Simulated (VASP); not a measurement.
# Ge in VASP: one cell, several levels of theory, part 2 of 2

VASP 6.6.1, plane waves, PAW.

### Step 3. r2SCAN

INCAR reads:

```
ENCUT = 520.000000
SIGMA = 0.010000
EDIFF = 1.00e-07
ALGO = Normal
METAGGA = R2SCAN
PREC = Accurate
IBRION = -1
ISIF = 2
ISMEAR = 0
NBANDS = 21
NELM = 120
NSW = 0
LASPH = .TRUE.
LCHARG = .FALSE.
LWAVE = .FALSE.
LREAL = .FALSE.
```

KPOINTS reads:

```
KPOINTS created by Atomic Simulation Environment
0
Gamma
8 8 8
0 0 0
```

KPOINTS_OPT reads:

```
special points
7
Reciprocal
0.0000000000 0.0000000000 0.0000000000 1
0.5000000000 0.0000000000 0.5000000000 1
0.6250000000 0.2500000000 0.6250000000 1
0.3750000000 0.3750000000 0.7500000000 1
0.5000000000 0.5000000000 0.5000000000 1
0.5000000000 0.2500000000 0.7500000000 1
0.0000000000 0.0000000000 0.5000000000 1
```

POSCAR reads:

```
Ge
 1.0000000000000000
     0.0000000000000000    2.7943204094000000    2.7943204094000000
     2.7943204094000000    0.0000000000000000    2.7943204094000000
     2.7943204094000000    2.7943204094000000    0.0000000000000000
 Ge
   2
Cartesian
  0.0000000000000000  0.0000000000000000  0.0000000000000000
  1.3971602047000000  1.3971602047000000  1.3971602047000000
```

The run is started by

```
$ mpirun -np 1 vasp_std
```

Printed to the terminal (iteration lines stand in OSZICAR):

```text
POSCAR found type information on POSCAR Ge
 POSCAR found :  1 types and       2 ions
 -----------------------------------------------------------------------------
|                                                                             |
|                                                                             |
|     You enforced a specific xc type in the INCAR file but a different       |
|     I HOPE YOU KNOW WHAT YOU ARE DOING!                                     |
|                                                                             |
 -----------------------------------------------------------------------------

 LDA part: xc-table for (None), standard interpolation
 POSCAR, INCAR and KPOINTS ok, starting setup
 FFT: planning ... GRIDC
 FFT: planning ... GRID_SOFT
 FFT: planning ... GRID
 WAVECAR not read
 entering main loop
 Start KPOINTS_OPT (optional k-point list driver)
k-point batch [1-7\7]
```

OSZICAR:

```text
N       E                     dE             d eps       ncg     rms          rms(c)
DAV:   1     0.171852617417E+03    0.17185E+03   -0.14762E+04  1367   0.375E+03
DAV:   2    -0.276043698432E+01   -0.17461E+03   -0.16863E+03  1223   0.644E+02
DAV:   3    -0.295113196434E+02   -0.26751E+02   -0.26434E+02  1378   0.145E+02
DAV:   4    -0.303822898409E+02   -0.87097E+00   -0.87037E+00  1416   0.305E+01
DAV:   5    -0.303969364858E+02   -0.14647E-01   -0.14646E-01  1368   0.434E+00    0.353E+00
DAV:   6    -0.277339969709E+02    0.26629E+01   -0.30189E-01  1323   0.921E+00    0.205E+00
DAV:   7    -0.277137186905E+02    0.20278E-01   -0.10640E-01  1562   0.432E+00    0.263E-01
DAV:   8    -0.277129236699E+02    0.79502E-03   -0.53406E-03  1630   0.123E+00    0.108E-01
DAV:   9    -0.277130368177E+02   -0.11315E-03   -0.79730E-03  1632   0.183E+00    0.696E-02
DAV:  10    -0.277127745176E+02    0.26230E-03   -0.55876E-04  1571   0.437E-01    0.320E-02
DAV:  11    -0.277126951402E+02    0.79377E-04   -0.34962E-04  1730   0.359E-01    0.638E-03
DAV:  12    -0.277126980011E+02   -0.28609E-05   -0.18963E-05  1531   0.601E-02    0.361E-03
DAV:  13    -0.277127019155E+02   -0.39144E-05   -0.75511E-07  1360   0.900E-03    0.167E-03
DAV:  14    -0.277127021183E+02   -0.20278E-06   -0.38882E-07  1233   0.121E-02    0.883E-04
DAV:  15    -0.277127016446E+02    0.47363E-06   -0.20627E-08   774   0.178E-03    0.157E-04
DAV:  16    -0.277127014911E+02    0.15352E-06   -0.49143E-09   654   0.883E-04    0.655E-05
DAV:  17    -0.277127015064E+02   -0.15340E-07   -0.97454E-10   629   0.402E-04
   1 F= -.27712702E+02 E0= -.27712702E+02  d E =-.228654E-60
       N       E                     dE             ncg
DAV:   1    -0.112953100514E+02   -0.78337E+04      325
DAV:   2    -0.126664046077E+04   -0.12553E+04      294
DAV:   3    -0.145396630362E+04   -0.18733E+03      324
DAV:   4    -0.145988671747E+04   -0.59204E+01      349
DAV:   5    -0.145998390155E+04   -0.97184E-01      329
DAV:   6    -0.145998671830E+04   -0.28167E-02      349
DAV:   7    -0.145998684346E+04   -0.12516E-03      342
DAV:   8    -0.145998684928E+04   -0.58201E-05      354
DAV:   9    -0.145998684961E+04   -0.33094E-06      313
DAV:  10    -0.145998684963E+04   -0.16777E-07      227
```

Parts of OUTCAR:

```text
k-points           NKPTS =     29   k-points in BZ     NKDIM =     29   number of bands    NBANDS=     21

   NELECT =      28.0000    total number of electrons

   dimension x,y,z NGX =    30 NGY =   30 NGZ =   30
   dimension x,y,z NGXF=    60 NGYF=   60 NGZF=   60

  energy-cutoff  :      520.00
  volume of cell :       43.64
      direct lattice vectors                 reciprocal lattice vectors
     0.000000000  2.794320409  2.794320409    -0.178934384  0.178934384  0.178934384
     2.794320409  0.000000000  2.794320409     0.178934384 -0.178934384  0.178934384
     2.794320409  2.794320409  0.000000000     0.178934384  0.178934384 -0.178934384

 k-points in reciprocal lattice and weights: KPOINTS created by Atomic Simulation Env
   0.00000000  0.00000000  0.00000000       0.002
   0.12500000  0.00000000  0.00000000       0.016
   0.25000000  0.00000000  0.00000000       0.016
   0.37500000  0.00000000  0.00000000       0.016
   0.50000000  0.00000000  0.00000000       0.008
   0.12500000  0.12500000  0.00000000       0.012
   0.25000000  0.12500000  0.00000000       0.047
   0.37500000  0.12500000  0.00000000       0.047
[... 21 more k-points ...]

 E-fermi :   5.2873

 k-point     1 :       0.0000    0.0000    0.0000
  band No.  band energies     occupation
      1     -20.3789      2.00000
      2     -20.3789      2.00000
      3     -20.3788      2.00000
      4     -20.3363      2.00000
      5     -20.3363      2.00000
      6     -20.0975      2.00000
      7     -20.0975      2.00000
      8     -20.0975      2.00000
      9     -20.0732      2.00000
     10     -20.0732      2.00000
     11      -8.4291      2.00000
     12       5.1735      2.00000
     13       5.1736      2.00000
     14       5.1736      2.00000
     15       5.9386      0.00000
     16       7.8987      0.00000
     17       7.8987      0.00000
     18       7.8987      0.00000
     19      12.3425      0.00000
     20      15.2029      0.00000
     21      15.2029      0.00000

 k-point     2 :       0.1250    0.0000    0.0000
  band No.  band energies     occupation
      1     -20.3882      2.00000
      2     -20.3881      2.00000
      3     -20.3760      2.00000
      4     -20.3230      2.00000
      5     -20.3230      2.00000
      6     -20.1081      2.00000
      7     -20.1081      2.00000
      8     -20.1008      2.00000
      9     -20.0647      2.00000
     10     -20.0647      2.00000
     11      -8.2223      2.00000
     12       2.8620      2.00000
     13       4.8025      2.00000
     14       4.8026      2.00000
     15       6.6668      0.00000
     16       8.3924      0.00000
     17       8.3925      0.00000
     18       9.0930      0.00000
     19      13.2827      0.00000
     20      14.2845      0.00000
     21      14.2845      0.00000

 k-point     3 :       0.2500    0.0000    0.0000
  band No.  band energies     occupation
      1     -20.3996      2.00000
      2     -20.3996      2.00000
      3     -20.3692      2.00000
      4     -20.3030      2.00000
      5     -20.3030      2.00000
      6     -20.1218      2.00000
      7     -20.1218      2.00000
      8     -20.1090      2.00000
      9     -20.0548      2.00000
     10     -20.0548      2.00000
     11      -7.6211      2.00000
     12       0.2758      2.00000
     13       4.2005      2.00000
     14       4.2006      2.00000
     15       6.2464      0.00000
     16       9.0794      0.00000
     17       9.0795      0.00000
     18      11.4981      0.00000
     19      13.8790      0.00000
     20      14.0390      0.00000
     21      14.0391      0.00000

 k-point     4 :       0.3750    0.0000    0.0000
  band No.  band energies     occupation
      1     -20.4052      2.00000
      2     -20.4051      2.00000
      3     -20.3622      2.00000
      4     -20.2911      2.00000
      5     -20.2911      2.00000
      6     -20.1284      2.00000
      7     -20.1284      2.00000
      8     -20.1174      2.00000
      9     -20.0499      2.00000
     10     -20.0499      2.00000
     11      -6.7359      2.00000
     12      -1.8601      2.00000
     13       3.7753      2.00000
     14       3.7754      2.00000
     15       5.8743      0.00000
     16       9.2293      0.00000
     17       9.2294      0.00000
     18      13.0062      0.00000
     19      14.3831      0.00000
     20      15.3373      0.00000
     21      15.3373      0.00000

 k-point     5 :       0.5000    0.0000    0.0000
  band No.  band energies     occupation
      1     -20.4064      2.00000
      2     -20.4064      2.00000
      3     -20.3593      2.00000
      4     -20.2880      2.00000
      5     -20.2880      2.00000
      6     -20.1295      2.00000
      7     -20.1295      2.00000
      8     -20.1210      2.00000
      9     -20.0488      2.00000
     10     -20.0488      2.00000
     11      -6.1397      2.00000
     12      -2.8807      2.00000
     13       3.6273      2.00000
     14       3.6274      2.00000
     15       5.7424      0.00000
     16       9.1870      0.00000
     17       9.1871      0.00000
     18      12.8560      0.00000
     19      16.6459      0.00000
     20      17.2571      0.00000
     21      17.2571      0.00000

 k-point     6 :       0.1250    0.1250    0.0000
  band No.  band energies     occupation
      1     -20.3879      2.00000
      2     -20.3852      2.00000
      3     -20.3852      2.00000
      4     -20.3257      2.00000
      5     -20.3088      2.00000
      6     -20.1348      2.00000
      7     -20.0873      2.00000
      8     -20.0873      2.00000
      9     -20.0827      2.00000
     10     -20.0586      2.00000
     11      -8.1523      2.00000
     12       2.9056      2.00000
     13       4.2094      2.00000
     14       4.2095      2.00000
     15       7.2600      0.00000
     16       7.9965      0.00000
     17       9.2175      0.00000
     18       9.2176      0.00000
     19      13.0529      0.00000
     20      13.5914      0.00000
     21      15.4877      0.00000

[... the tables of k-points 7 to 29 left out ...]

  Total        1.0037565      1.0037565      1.0037565      0.0000000      0.0000000      0.0000000
  in kB       36.8536350     36.8536350     36.8536350      0.0000000      0.0000000      0.0000000
  external PRESSURE =      36.8536350 kB  Pullay stress =       0.0000000 kB

 POSITION                                       TOTAL-FORCE (eV/Angst)
 -----------------------------------------------------------------------------------
      0.00000      0.00000      0.00000         0.000000      0.000000      0.000000
      1.39716      1.39716      1.39716        -0.000000     -0.000000     -0.000000
 -----------------------------------------------------------------------------------
    total drift:                                0.000000      0.000000      0.000000

  FREE ENERGIE OF THE ION-ELECTRON SYSTEM (eV)
  ---------------------------------------------------
  free  energy   TOTEN  =       -27.7127015064 eV

  energy  without entropy=      -27.7127015064  energy(sigma->0) =      -27.71270151
```

It took 2.2 min on 1 MPI rank of Intel Xeon Platinum 8488C, shared host; peak memory 0.17 GiB.

The levels at the points of KPOINTS_OPT are read from vasprun.xml.

Band energies at the special points (eV, zero at the top of v, the last band that the electrons fill by count):

```csv
point,v−1,v,c,c+1
Γ,0.00,0.00,0.76,2.73
X,-3.36,-3.36,0.92,0.92
U,-4.70,-2.89,1.37,4.49
K,-4.70,-2.89,1.37,4.49
L,-1.55,-1.55,0.57,4.01
W,-4.24,-4.24,4.84,4.84
```

The r2SCAN gap is 0.57 eV and indirect (Γ to L), with 0.76 eV as the least direct one. The pressure is 3.69 GPa; the forces vanish within 0.01 eV/Å.

### Step 4. Summary

What follows sums up all 2 parts.

```
 level  gap (eV)  pressure (GPa)
   PBE      0.30            6.56
r2SCAN      0.57            3.69
```

The gap runs from 0.30 eV (PBE) to 0.57 eV (r2SCAN). The pressure is highest with PBE (6.6 GPa) and lowest with r2SCAN (3.7 GPa), which orders the cells that they would relax to.
